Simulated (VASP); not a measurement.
# ScAl3 (Pm-3m) in VASP: a series of runs

One crystal, ScAl3, is run at these levels: r2SCAN, r2SCAN+rVV10; tasks: relaxation of cell and atoms.

All numbers are computed with VASP 6.6.1; they aren't measurements. Logs are shortened: lines on timing, memory, paths and dates and some standing lists are left out, and cuts for length are marked.

**1. Starting point**

It takes space group Pm-3m (No. 221, cubic). Conventional cell: a = 4.088 Å, b = 4.088 Å, c = 4.088 Å, α = 90.00°, β = 90.00°, γ = 90.00°. Sc (site symmetry m-3m) is surrounded by 12 Al at 2.89 Å. Around Al (site symmetry 4/mmm) lie 4 Sc at 2.89 Å and 8 Al at 2.89 Å.

The cell is a database's computed one.

**2. Relaxation of cell and atoms, r2SCAN**

File INCAR:

```
PREC = Accurate ; ENCUT = 600
EDIFF = 1E-7 ; ISMEAR = 0
SIGMA = 0.1 ; LREAL = False
LASPH = True ; NELM = 80
ALGO = Normal ; ISIF = 3
LWAVE = False ; LCHARG = False
METAGGA = R2SCAN ; LMIXTAU = True
IBRION = 2 ; NSW = 90
EDIFFG = -0.005
```

File KPOINTS:

```
regular mesh
0
Gamma
  10 10 10
```

File POSCAR:

```
ScAl3
1.0
    4.0878065700      0.0000000000      0.0000000000
    0.0000000000      4.0878065700      0.0000000000
    0.0000000000      0.0000000000      4.0878065700
Sc Al
1 3
Direct
    0.0000000000      0.0000000000      0.0000000000
    0.5000000000      0.0000000000      0.5000000000
    0.0000000000      0.5000000000      0.5000000000
    0.5000000000      0.5000000000      0.0000000000
```

Potentials or basis: VASP PAW PBE potentials, release 64 (Sc_sv, Al).

Command:

```sh
> cat potpaw_PBE.64/Sc_sv/POTCAR potpaw_PBE.64/Al/POTCAR > POTCAR
> mpirun -np 1 vasp_std > vasp.out
```

OUTCAR:

```text
PREC = Accurate
   ENCUT = 600
   EDIFF = 1E-7
   ISMEAR = 0
   LREAL = False
   LASPH = True
   NELM = 80
   ISIF = 3
   METAGGA = R2SCAN
   IBRION = 2
   NSW = 90
   EDIFFG = -0.005

 ion  position               nearest neighbor table
   1  0.000  0.000  0.000-   2 2.89   3 2.89   4 2.89   2 2.89   3 2.89   3 2.89   4 2.89   3 2.89
                             2 2.89   4 2.89   2 2.89   4 2.89
   2  0.500  0.000  0.500-   1 2.89   3 2.89   4 2.89   1 2.89   4 2.89   3 2.89   4 2.89   4 2.89
                             1 2.89   3 2.89   1 2.89   3 2.89
   3  0.000  0.500  0.500-   1 2.89   2 2.89   4 2.89   1 2.89   4 2.89   1 2.89   2 2.89   1 2.89
                             2 2.89   4 2.89   4 2.89   2 2.89
   4  0.500  0.500  0.000-   1 2.89   2 2.89   3 2.89   2 2.89   3 2.89   1 2.89   2 2.89   2 2.89
                             1 2.89   3 2.89   3 2.89   1 2.89

  LATTYP: Found a simple cubic cell.
 ALAT       =     4.0878065700

  Lattice vectors:

 A1 = (   4.0878065700,   0.0000000000,   0.0000000000)
 A2 = (   0.0000000000,   4.0878065700,   0.0000000000)
 A3 = (   0.0000000000,   0.0000000000,   4.0878065700)

Analysis of symmetry for initial positions (statically):
=====================================================================
 Subroutine PRICEL returns:
 Original cell was already a primitive cell.

 Routine SETGRP: Setting up the symmetry group for a
 simple cubic supercell.

 Subroutine GETGRP returns: Found 48 space group operations
 (whereof 48 operations were pure point group operations)
 out of a pool of 48 trial point group operations.

The static configuration has the point symmetry O_h .

Analysis of symmetry for dynamics (positions and initial velocities):
=====================================================================
 Subroutine PRICEL returns:
 Original cell was already a primitive cell.

 Routine SETGRP: Setting up the symmetry group for a
 simple cubic supercell.

 Subroutine GETGRP returns: Found 48 space group operations
 (whereof 48 operations were pure point group operations)
 out of a pool of 48 trial point group operations.

The dynamic configuration has the point symmetry O_h .

 Subroutine INISYM returns: Found 48 space group operations
 (whereof 48 operations are pure point group operations),
 and found     1 'primitive' translations

----------------------------------------------------------------------------------------

                                     Primitive cell

  volume of cell :      68.3079

  direct lattice vectors                    reciprocal lattice vectors
     4.087806570  0.000000000  0.000000000     0.244629970  0.000000000  0.000000000
     0.000000000  4.087806570  0.000000000     0.000000000  0.244629970  0.000000000
     0.000000000  0.000000000  4.087806570     0.000000000  0.000000000  0.244629970

  length of vectors
     4.087806570  4.087806570  4.087806570     0.244629970  0.244629970  0.244629970

  position of ions in fractional coordinates (direct lattice)
     0.000000000  0.000000000  0.000000000
     0.500000000  0.000000000  0.500000000
     0.000000000  0.500000000  0.500000000
     0.500000000  0.500000000  0.000000000

  ion indices of the primitive-cell ions
   primitive index   ion index
                 1           1
                 2           2
                 3           3
                 4           4

----------------------------------------------------------------------------------------

 KPOINTS: regular mesh

Automatic generation of k-mesh.
 Grid dimensions read from file:
 generate k-points for:   10   10   10

 Generating k-lattice:

  Cartesian coordinates                     Fractional coordinates (reciprocal lattice)
     0.024462997  0.000000000  0.000000000     0.100000000  0.000000000  0.000000000
     0.000000000  0.024462997  0.000000000     0.000000000  0.100000000  0.000000000
     0.000000000  0.000000000  0.024462997     0.000000000  0.000000000  0.100000000

  Length of vectors
     0.024462997  0.024462997  0.024462997

  Shift w.r.t. Gamma in fractional coordinates (k-lattice)
     0.000000000  0.000000000  0.000000000

 Subroutine IBZKPT returns following result:
 ===========================================

 Found     56 irreducible k-points:

 Following reciprocal coordinates:
            Coordinates               Weight
  0.000000  0.000000  0.000000      1.000000
  0.100000  0.000000  0.000000      6.000000
  0.200000  0.000000  0.000000      6.000000
  0.300000  0.000000  0.000000      6.000000
  0.400000  0.000000  0.000000      6.000000
  0.500000  0.000000  0.000000      3.000000
[... 16 lines left out ...]
  0.200000  0.100000  0.100000     24.000000
  0.300000  0.100000  0.100000     24.000000
 [... further k-points ...]
   k-points           NKPTS =     56   k-points in BZ     NKDIM =     56   number of bands    NBANDS=     14
   number of dos      NEDOS =    301   number of ions     NIONS =      4
   total plane-waves  NPLWV =  46656
   dimension x,y,z NGX =    36 NGY =   36 NGZ =   36
   dimension x,y,z NGXF=    72 NGYF=   72 NGZF=   72
   ions per type =               1   3
   NGX,Y,Z   is equivalent  to a cutoff of  14.64, 14.64, 14.64 a.u.
   NGXF,Y,Z  is equivalent  to a cutoff of  29.28, 29.28, 29.28 a.u.
 SYSTEM =  unknown system
   PREC   = accura    normal or accurate (medium, high low for compatibility)
   ISTART =      0    job   : 0-new  1-cont  2-samecut
   ICHARG =      2    charge: 1-file 2-atom 10-const
   ISPIN  =      1    spin polarized calculation?
   LNONCOLLINEAR =      F non collinear calculations
   LSORBIT =      F    spin-orbit coupling
   LASPH  =      T    aspherical Exc in radial PAW
   ENCUT  =  600.0 eV  44.10 Ry    6.64 a.u.   8.16  8.16  8.16*2*pi/ulx,y,z
   NELM   =     80;   NELMIN=  2; NELMDL= -5     # of ELM steps
   EDIFF  = 0.1E-06   stopping-criterion for ELM
   LREAL  =      F    real-space projection
   EDIFFG = -.5E-02   stopping-criterion for IOM
   NSW    =     90    number of steps for IOM
   IBRION =      2    ionic relax: 0-MD 1-quasi-New 2-CG
   NFREE  =      1    steps in history (QN), initial steepest desc. (CG)
   ISIF   =      3    stress and relaxation
   ISYM   =      2    0-nonsym 1-usesym 2-fastsym
   POTIM  = 0.5000    time-step for ionic-motion
   TEBEG  =    0.0;   TEEND  =   0.0 temperature during run
   PSTRESS=    0.0 pullay stress
   NELECT =      20.0000    total number of electrons
   NUPDOWN=      -1.0000    fix difference up-down
   EMIN   =  10.00;   EMAX   =-10.00  energy-range for DOS
   EFERMI =   0.00;   METHOD = LEGACY
   ISMEAR =     0;   SIGMA  =   0.10  broadening in eV -4-tet -1-fermi 0-gaus
   EFERMI_NEDOS =   21; number of points for ismear=-14 and -15
   IALGO  =     38    algorithm
   IMIX   =      4    mixing-type and parameters
     AMIX     =   0.40;   BMIX     =  1.00
     AMIX_MAG =   1.60;   BMIX_MAG =  1.00
  volume/ion in A,a.u.               =      17.08       115.24
  Fermi-wavevector in a.u.,A,eV,Ry     =   1.087079  2.054282 16.078563  1.181741
  Thomas-Fermi vector in A             =   2.223230
   LORBIT       =      0    0 simple, 1 ext, 2 COOP (PROOUT), +10 PAW based schemes
   METAGGA = R2SCAN    functional components
   LHFCALC =     F    Hartree Fock is set to
   AEXX    =    0.0000 exact exchange contribution
   IVDW    =     0    specifies the selected vdW correction
   LEPSILON=     F    determine dielectric tensor
   LRPA    =     F    only Hartree local field effects (RPA)
 conjugate gradient relaxation of ions
 non-spin polarized calculation
 Gauss-broadening in eV      SIGMA  =   0.10
  energy-cutoff  :      600.00
  volume of cell :       68.31
 maximum number of plane-waves:      2301
 NGX is ok and might be reduce to    36

--------------------------------------- Ionic step        1  -------------------------------------------

 number of electron      20.0000002 magnetization

 Free energy of the ion-electron system (eV)
  ---------------------------------------------------
  ext. energy  EPLUGINS =         0.00000000
  ---------------------------------------------------
  free energy    TOTEN  =       -33.51166799 eV

  energy without entropy =      -33.50639567  energy(sigma->0) =      -33.50903183

------------------------ aborting loop because EDIFF is reached ----------------------------------------

  FORCE on cell =-STRESS in cart. coord.  units (eV):
  Direction    XX          YY          ZZ          XY          YZ          ZX
  --------------------------------------------------------------------------------------
  -------------------------------------------------------------------------------------
  Total       -0.0668066     -0.0668066     -0.0668066      0.0000000     -0.0000000     -0.0000000
  in kB       -1.5669638     -1.5669638     -1.5669638      0.0000000     -0.0000000     -0.0000000
  external PRESSURE =      -1.5669638 kB  Pullay stress =       0.0000000 kB
[... 61 lines left out ...]
  energy  without entropy=      -33.5064895338  energy(sigma->0) =      -33.50910841

--------------------------------------- Ionic step        3  -------------------------------------------

 number of electron      20.0000002 magnetization

 Free energy of the ion-electron system (eV)
  ---------------------------------------------------
  ext. energy  EPLUGINS =         0.00000000
  ---------------------------------------------------
  free energy    TOTEN  =       -33.51173455 eV

  energy without entropy =      -33.50648849  energy(sigma->0) =      -33.50911152

 E-fermi :   7.3404     XC(G=0): -11.1306

 val. band max:        7.2761886486   @ k =   0.3000   0.3000   0.0000
 cond. band min:       7.3585244899   @ k =   0.3000   0.0000   0.0000
 fundamental gap:      0.0823358413
 Fermi energy:         7.3403674708

 k-point     1 :       0.0000    0.0000    0.0000
  band No.  band energies     occupation
      1     -43.7448      2.00000
      2     -21.4844      2.00000
      3     -21.4844      2.00000
      4     -21.4844      2.00000
      5      -3.3289      2.00000
      6       4.6077      2.00000
      7       4.6077      2.00000
      8       5.3123      2.00000
      9       5.3123      2.00000
     10       5.3123      2.00000
     11       8.6431      0.00000
     12       8.7434      0.00000
     13       8.7434      0.00000
     14       8.7434      0.00000
[... 375 lines left out ...]
 k-point    24 :       0.3000    0.1000    0.1000
  band No.  band energies     occupation
      1     -43.7436      2.00000
      2     -21.5070      2.00000
      3     -21.4857      2.00000
      4     -21.4854      2.00000
      5      -2.2836      2.00000
      6       1.4338      2.00000
      7       4.2021      2.00000
      8       4.7781      2.00000
      9       6.0567      2.00000
     10       7.5637      0.00159
     11       8.0313      0.00000
     12       8.3929      0.00000
     13       9.4318      0.00000
     14      10.3016      0.00000

 [... further k-points ...]

------------------------ aborting loop because EDIFF is reached ----------------------------------------

  FORCE on cell =-STRESS in cart. coord.  units (eV):
  Direction    XX          YY          ZZ          XY          YZ          ZX
  --------------------------------------------------------------------------------------
  -------------------------------------------------------------------------------------
  Total        0.0081057      0.0081057      0.0081057      0.0000000      0.0000000     -0.0000000
  in kB        0.1904711      0.1904711      0.1904711      0.0000000      0.0000000     -0.0000000
  external PRESSURE =       0.1904711 kB  Pullay stress =       0.0000000 kB
[... 19 lines left out ...]
  FREE ENERGIE OF THE ION-ELECTRON SYSTEM (eV)
  ---------------------------------------------------
  free  energy   TOTEN  =       -33.5117345459 eV

  energy  without entropy=      -33.5064884891  energy(sigma->0) =      -33.50911152

 reached required accuracy - stopping structural energy minimisation
```

Run time: 3.7 min. Hardware: 1 thread of Intel Xeon 6975P-C (Granite Rapids), shared host; peak memory 0.27 GiB.

What came out:

- Free energy: -33.5117 eV
- Relaxed volume: 17.05 Å³/atom
- Relaxed cell: a = 4.085 Å, b = 4.085 Å, c = 4.085 Å, α = 90.00°, β = 90.00°, γ = 90.00°
- Space group after relaxing (to 0.05 Å): Pm-3m (No. 221)
- Energy gained by relaxing: 0.0 meV/atom
- Ionic steps: 3
- Pressure after relaxing: 0.0 GPa
- Band gap on the k mesh: none (metal or under the smearing width)

Final structure:
```xyz
4
Lattice="4.0853 0.0000 0.0000 0.0000 4.0853 0.0000 0.0000 0.0000 4.0853" Properties=species:S:1:pos:R:3 pbc="T T T"
Sc    0.0000    0.0000    0.0000
Al    2.0427    0.0000    2.0427
Al    0.0000    2.0427    2.0427
Al    2.0427    2.0427    0.0000
```

Caveat: the PAW data sets were made with another functional, which shifts forces and pressure a little.

**3. Relaxation of cell and atoms, r2SCAN+rVV10**

Changes to INCAR since step 2:

```diff
@@ -7,2 +7,4 @@
 METAGGA = R2SCAN ; LMIXTAU = True
+LUSE_VDW = True ; IVDW_NL = 2
+BPARAM = 11.95 ; CPARAM = 0.0093
 IBRION = 2 ; NSW = 90
```

KPOINTS is that of step 2.

POSCAR is that of step 2.

Potentials or basis: VASP PAW PBE potentials, release 64 (Sc_sv, Al).

Command:

```sh
> cat potpaw_PBE.64/Sc_sv/POTCAR potpaw_PBE.64/Al/POTCAR > POTCAR
> mpirun -np 1 vasp_std > vasp.out
```

Run time: 6.2 min. Hardware: 1 thread of Intel Xeon 6975P-C (Granite Rapids), shared host; peak memory 0.44 GiB.

Results (log left out):

```yaml
Free_energy: -33.0577 eV
Relaxed_volume: 16.97 Å³/atom
Relaxed_cell: a = 4.079 Å, b = 4.079 Å, c = 4.079 Å, α = 90.00°, β = 90.00°, γ = 90.00°
Space_group_after_relaxing_to_0.05_Å: Pm-3m (No. 221)
Energy_gained_by_relaxing: 0.2 meV/atom
Ionic_steps: 3
Pressure_after_relaxing: 0.0 GPa
Band_gap_on_the_k_mesh: none (metal or under the smearing width)
```

Step by step:
```
step  energy change (eV)  largest force (eV/Å)  pressure (GPa)  volume (Å³)
   1              0.0000                0.0000           -0.58        68.31
   2             -0.0006                0.0000            0.27        67.70
   3             -0.0008                0.0000            0.01        67.88
```

Final structure:
```yaml
crystal:
  lattice:
    - [4.07926, 0.00000, 0.00000]
    - [0.00000, 4.07926, 0.00000]
    - [0.00000, 0.00000, 4.07926]
  atoms:
    - { symbol: Sc, position: [0.00000, 0.00000, 0.00000] }
    - { symbol: Al, position: [0.50000, 0.00000, 0.50000] }
    - { symbol: Al, position: [0.00000, 0.50000, 0.50000] }
    - { symbol: Al, position: [0.50000, 0.50000, 0.00000] }
```

Levels at points of the mesh, in eV from the Fermi level:
| k point | band 6 | band 7 | band 8 | band 9 | band 10 | band 11 | band 12 | band 13 | band 14 |
| --- | --- | --- | --- | --- | --- | --- | --- | --- | --- |
| (0.00, 0.00, 0.00) | -2.74 | -2.74 | -2.03 | -2.03 | -2.03 | 1.29 | 1.41 | 1.41 | 1.41 |
| (0.50, 0.00, 0.00) | -7.83 | -1.88 | -1.88 | -1.61 | 0.97 | 0.97 | 1.21 | 1.32 | 1.79 |
| (0.50, 0.50, 0.00) | -6.01 | -6.01 | -4.73 | -0.58 | -0.58 | 1.19 | 1.51 | 2.32 | 2.80 |
| (0.50, 0.50, 0.50) | -5.03 | -5.03 | -4.86 | -3.30 | -3.30 | -3.30 | 1.05 | 2.91 | 2.91 |

Caveat: the PAW data sets were made with another functional, which shifts forces and pressure a little.
